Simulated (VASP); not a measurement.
# Ag (P6_3/mmc) in VASP: a series of runs

One crystal, Ag, is run at these levels: PBE; tasks: single point, relaxation of cell and atoms.

All numbers are computed with VASP 6.6.1; they aren't measurements. Logs are shortened: lines on timing, memory, paths and dates and some standing lists are left out, and cuts for length are marked.

### Step 1. The crystal as given

It takes space group P6_3/mmc (No. 194, hexagonal). The conventional cell has a = 2.953 Å, b = 2.953 Å, c = 4.759 Å, α = 90.00°, β = 90.00°, γ = 120.00°. Ag (site symmetry -6m2) is surrounded by 12 Ag at 2.93 to 2.95 Å.

The cell was built by a generator and needn't be a form met in nature.

### Step 2. Single point, PBE

The input, INCAR:

```
  PREC = Accurate
  ENCUT = 520
  EDIFF = 1E-6
  ISMEAR = 0
  SIGMA = 0.05
  LREAL = F
  LASPH = T
  NELM = 60
  ALGO = Fast
  ISIF = 2
  LWAVE = F
  LCHARG = T
  GGA = PE
  LELF = T
  LVHAR = T
  NBANDS = 18
```

The input, KPOINTS:

```
regular mesh
0
Gamma
  8 8 4
```

The input, POSCAR:

```
Ag
1.0
    2.9530682744      0.0000000000      0.0000000000
   -1.4765341372      2.5574321447      0.0000000000
    0.0000000000      0.0000000000      4.7592285506
Ag
2
Direct
    0.3333333333      0.6666666667      0.7500000000
    0.6666666667      0.3333333333      0.2500000000
```

Potentials or basis: VASP PAW PBE potentials, release 64 (Ag).

The run is started by

```
$ cat potpaw_PBE.64/Ag/POTCAR > POTCAR
$ mpirun -np 1 vasp_std > vasp.out
```

OUTCAR:

```text
PREC = Accurate
   ENCUT = 520
   EDIFF = 1E-6
   ISMEAR = 0
   LREAL = F
   LASPH = T
   NELM = 60
   ISIF = 2
   GGA = PE

 ion  position               nearest neighbor table
   1  0.333  0.667  0.750-   2 2.93   2 2.93   2 2.93   2 2.93   2 2.93   2 2.93
   2  0.667  0.333  0.250-   1 2.93   1 2.93   1 2.93   1 2.93   1 2.93   1 2.93

  LATTYP: Found a hexagonal cell.
 ALAT       =     2.9530682744
 C/A-ratio  =     1.6116215774

  Lattice vectors:

 A1 = (   2.9530682744,   0.0000000000,   0.0000000000)
 A2 = (  -1.4765341372,   2.5574321447,   0.0000000000)
 A3 = (   0.0000000000,   0.0000000000,   4.7592285506)

Analysis of symmetry for initial positions (statically):
=====================================================================
 Subroutine PRICEL returns:
 Original cell was already a primitive cell.

 Routine SETGRP: Setting up the symmetry group for a
 hexagonal supercell.

 Subroutine GETGRP returns: Found 24 space group operations
 (whereof 12 operations were pure point group operations)
 out of a pool of 24 trial point group operations.

The static configuration has the point symmetry D_3d.
 The point group associated with its full space group is D_6h.

Analysis of symmetry for dynamics (positions and initial velocities):
=====================================================================
 Subroutine PRICEL returns:
 Original cell was already a primitive cell.

 Routine SETGRP: Setting up the symmetry group for a
 hexagonal supercell.

 Subroutine GETGRP returns: Found 24 space group operations
 (whereof 12 operations were pure point group operations)
 out of a pool of 24 trial point group operations.

The dynamic configuration has the point symmetry D_3d.
 The point group associated with its full space group is D_6h.

 Subroutine INISYM returns: Found 24 space group operations
 (whereof 12 operations are pure point group operations),
 and found     1 'primitive' translations

----------------------------------------------------------------------------------------

                                     Primitive cell

  volume of cell :      35.9430

  direct lattice vectors                    reciprocal lattice vectors
     2.953068274  0.000000000  0.000000000     0.338630843  0.195508609  0.000000000
    -1.476534137  2.557432145  0.000000000     0.000000000  0.391017217  0.000000000
     0.000000000  0.000000000  4.759228551     0.000000000  0.000000000  0.210118087

[... 82 lines left out ...]
   NELM   =     60;   NELMIN=  2; NELMDL= -5     # of ELM steps
   EDIFF  = 0.1E-05   stopping-criterion for ELM
   LREAL  =      F    real-space projection
   EDIFFG = 0.1E-04   stopping-criterion for IOM
   NSW    =      0    number of steps for IOM
   IBRION =     -1    ionic relax: 0-MD 1-quasi-New 2-CG
   NFREE  =      0    steps in history (QN), initial steepest desc. (CG)
   ISIF   =      2    stress and relaxation
   ISYM   =      2    0-nonsym 1-usesym 2-fastsym
   POTIM  = 0.5000    time-step for ionic-motion
   TEBEG  =    0.0;   TEEND  =   0.0 temperature during run
   PSTRESS=    0.0 pullay stress
   NELECT =      22.0000    total number of electrons
   NUPDOWN=      -1.0000    fix difference up-down
   EMIN   =  10.00;   EMAX   =-10.00  energy-range for DOS
   EFERMI =   0.00;   METHOD = LEGACY
   ISMEAR =     0;   SIGMA  =   0.05  broadening in eV -4-tet -1-fermi 0-gaus
   EFERMI_NEDOS =   21; number of points for ismear=-14 and -15
   IALGO  =     68    algorithm
   IMIX   =      4    mixing-type and parameters
     AMIX     =   0.40;   BMIX     =  1.00
     AMIX_MAG =   1.60;   BMIX_MAG =  1.00
  volume/ion in A,a.u.               =      17.97       121.28
  Fermi-wavevector in a.u.,A,eV,Ry     =   1.389988  2.626696 26.287357  1.932066
  Thomas-Fermi vector in A             =   2.513966
   LORBIT       =      0    0 simple, 1 ext, 2 COOP (PROOUT), +10 PAW based schemes
   GGA     = PE    functional components
   LHFCALC =     F    Hartree Fock is set to
   AEXX    =    0.0000 exact exchange contribution
   IVDW    =     0    specifies the selected vdW correction
   LEPSILON=     F    determine dielectric tensor
   LRPA    =     F    only Hartree local field effects (RPA)
 non-spin polarized calculation
 RMM-DIIS sequential band-by-band and
 Gauss-broadening in eV      SIGMA  =   0.05
  energy-cutoff  :      520.00
  volume of cell :       35.94
 maximum number of plane-waves:       996
 NGX is ok and might be reduce to    24
   NGX = 11   NGY = 11   NGZ = 17

 number of electron      22.0000008 magnetization

 Free energy of the ion-electron system (eV)
  ---------------------------------------------------
  ext. energy  EPLUGINS =         0.00000000
  ---------------------------------------------------
  free energy    TOTEN  =        -5.40373049 eV

  energy without entropy =       -5.40094345  energy(sigma->0) =       -5.40233697

 E-fermi :   7.5324     XC(G=0): -11.8951

 val. band max:        7.5208378615   @ k =   0.3750   0.1250   0.2500
 cond. band min:       7.5584463052   @ k =   0.0000   0.0000   0.0000
 fundamental gap:      0.0376084437
 Fermi energy:         7.5323599093

 k-point     1 :       0.0000    0.0000    0.0000
  band No.  band energies     occupation
      1       0.3320      2.00000
      2       1.6559      2.00000
      3       3.1510      2.00000
      4       3.1949      2.00000
      5       3.1949      2.00000
      6       3.4221      2.00000
[... 481 lines left out ...]
      5       3.8270      2.00000
      6       3.8270      2.00000
[... 10 lines left out ...]
     17      21.4503      0.00000
     18      21.4503      0.00000

 [... further k-points ...]

------------------------ aborting loop because EDIFF is reached ----------------------------------------

  FORCE on cell =-STRESS in cart. coord.  units (eV):
  Direction    XX          YY          ZZ          XY          YZ          ZX
  --------------------------------------------------------------------------------------
  -------------------------------------------------------------------------------------
  Total       -0.0008419     -0.0008419     -0.0272422     -0.0000000      0.0000000      0.0000000
  in kB       -0.0375259     -0.0375259     -1.2143335     -0.0000000      0.0000000      0.0000000
  external PRESSURE =      -0.4297951 kB  Pullay stress =       0.0000000 kB

 VOLUME and BASIS-vectors are now :
 -----------------------------------------------------------------------------
  energy-cutoff  :      520.00
  volume of cell :       35.94
      direct lattice vectors                 reciprocal lattice vectors
     2.953068274  0.000000000  0.000000000     0.338630843  0.195508609  0.000000000
    -1.476534137  2.557432145  0.000000000     0.000000000  0.391017217  0.000000000
     0.000000000  0.000000000  4.759228551     0.000000000  0.000000000  0.210118087

 POSITION                                       TOTAL-FORCE (eV/Angst)
 -----------------------------------------------------------------------------------
     -0.00000      1.70495      3.56942        -0.000000      0.000000     -0.000000
      1.47653      0.85248      1.18981         0.000000     -0.000000      0.000000
 -----------------------------------------------------------------------------------
    total drift:                               -0.000000      0.000000     -0.000000

  FREE ENERGIE OF THE ION-ELECTRON SYSTEM (eV)
  ---------------------------------------------------
  free  energy   TOTEN  =        -5.4037304930 eV

  energy  without entropy=       -5.4009434521  energy(sigma->0) =       -5.40233697
```

Run time: 6.8 s. Hardware: 1 thread of Intel Xeon 6975P-C (Granite Rapids), shared host; peak memory 0.15 GiB.

Results:

| Item | Value |
| --- | --- |
| Free energy | -5.4037 eV |
| Pressure | 0.0 GPa |
| Band gap on the k mesh | none (metal or under the smearing width) |

Levels at points of the mesh, in eV from the Fermi level:
| k point | band 8 | band 9 | band 10 | band 11 | band 12 | band 13 | band 14 | band 15 |
| --- | --- | --- | --- | --- | --- | --- | --- | --- |
| (0.00, 0.00, 0.00) | -3.85 | -3.85 | -2.88 | -2.88 | 0.03 | 3.68 | 15.59 | 17.64 |
| (0.50, 0.00, 0.00) | -2.79 | -2.69 | -2.65 | 0.28 | 1.56 | 6.93 | 7.18 | 9.21 |
| (0.00, 0.00, 0.50) | -4.14 | -3.17 | -3.17 | -3.17 | -3.17 | 11.23 | 11.23 | 15.93 |
| (0.50, 0.00, 0.50) | -2.92 | -2.70 | -2.70 | 1.00 | 1.00 | 4.46 | 4.46 | 13.30 |

### Step 3. Relaxation of cell and atoms, PBE

This run uses another cell than the first one, of 17.10 Å³/atom, 0.952 times its volume.

The input, INCAR:

```
SYSTEM = Ag
ALGO     = Normal         ! electronic algorithm
EDIFF    = 1E-6           ! SCF threshold, eV
EDIFFG   = -0.03          ! ionic threshold
ENCUT    = 600            ! plane-wave cutoff, eV
GGA      = PE             ! functional
IBRION   = 2              ! ionic algorithm
ISIF     = 3              ! what is computed and relaxed
ISMEAR   = 0              ! smearing method
LASPH    = .TRUE.         ! aspherical terms in the spheres
LCHARG   = .FALSE.        ! write CHGCAR
LREAL    = .FALSE.        ! projectors in reciprocal space
LWAVE    = .FALSE.        ! write WAVECAR
NELM     = 80             ! most SCF steps
NSW      = 80             ! ionic steps
PREC     = Accurate       ! precision mode
SIGMA    = 0.05           ! smearing width, eV
```

The input, KPOINTS:

```
k-points
0
G
  8 8 4
  0 0 0
```

The input, POSCAR:

```
Ag
1.0
    2.8918669462      0.0000000000      0.0000000000
   -1.4459334731      2.5044302398      0.0000000000
    0.0000000000      0.0000000000      4.7233826788
Ag
2
Direct
    0.3333333333      0.6666666667      0.7500000000
    0.6666666667      0.3333333333      0.2500000000
```

Potentials or basis: VASP PAW PBE potentials, release 64 (Ag).

The run is started by

```
$ cat potpaw_PBE.64/Ag/POTCAR > POTCAR
$ mpirun -np 1 vasp_std > vasp.out
```

Wall time 19 s (1 thread of Intel Xeon 6975P-C (Granite Rapids), shared host); peak memory 0.17 GiB.

The run converged. Its results:

- Free energy: -5.4019 eV
- Relaxed volume: 17.91 Å³/atom
- Relaxed cell: a = 2.944 Å, b = 2.944 Å, c = 4.772 Å, α = 90.00°, β = 90.00°, γ = 120.00°
- Space group after relaxing (to 0.05 Å): P6_3/mmc (No. 194)
- Energy gained by relaxing: 12.1 meV/atom
- Ionic steps: 5
- Pressure after relaxing: 0.1 GPa
- Band gap on the k mesh: none (metal or under the smearing width)

Stress tensor (GPa, compression positive):
```
 0.21  0.00  0.00
 0.00  0.21  0.00
 0.00  0.00 -0.14
```

The path:
```tsv
step	energy change (eV)	largest force (eV/Å)	pressure (GPa)	volume (Å³)
1	0.0000	0.0000	4.83	34.21
2	-0.0172	0.0000	-2.21	36.83
3	-0.0240	0.0000	-0.05	35.87
4	-0.0240	0.0000	0.00	35.83
5	-0.0243	0.0000	0.09	35.82
```

Final structure:
```
Ag
1.0
     2.94422    0.00000    0.00000
    -1.47211    2.54977    0.00000
     0.00000    0.00000    4.77174
Ag
2
Direct
  0.33333 0.66667 0.75000
  0.66667 0.33333 0.25000
```

Levels at points of the mesh, in eV from the Fermi level:
| k point | band 9 | band 10 | band 11 | band 12 | band 13 | band 14 |
| --- | --- | --- | --- | --- | --- | --- |
| (0.00, 0.00, 0.00) | -3.85 | -2.90 | -2.90 | -0.03 | 3.61 | 15.63 |
| (0.50, 0.00, 0.00) | -2.71 | -2.66 | 0.28 | 1.58 | 6.90 | 7.15 |
| (0.00, 0.00, 0.50) | -3.19 | -3.19 | -3.19 | -3.19 | 11.12 | 11.12 |
| (0.50, 0.00, 0.50) | -2.71 | -2.71 | 0.99 | 0.99 | 4.48 | 4.48 |
